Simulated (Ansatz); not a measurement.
Take a crystal in which Ta has been replaced by W on all its sites, with the cell rescaled by a rough guess (in some cases also distorted within its space group) and nothing relaxed:

```
W
1.0
     0.00000    2.12822    2.12822
     2.12822    0.00000    2.12822
     2.12822    2.12822    0.00000
W
1
Direct
  0.00000 0.00000 0.00000
```

All numbers below come from Ansatz 0.2.0, DFT PBE, scalar-relativistic, plane waves, PAW.

Settings: cutoff 420 eV, Γ-centred mesh 16×16×16 on the computed 1-atom cell, Gaussian smearing of 0.10 eV; no spin polarisation.

Q: Will this cell want to expand or contract, and how hard?

A: The pressure is -32.3 GPa (positive in compression), so the cell would contract.

Q: Is it a metal on this mesh?

A: Yes, a band crosses the Fermi level.

Spin-orbit coupling is left out, which matters for the bands of heavy elements.

This fcc form isn't the element's structure at ambient conditions.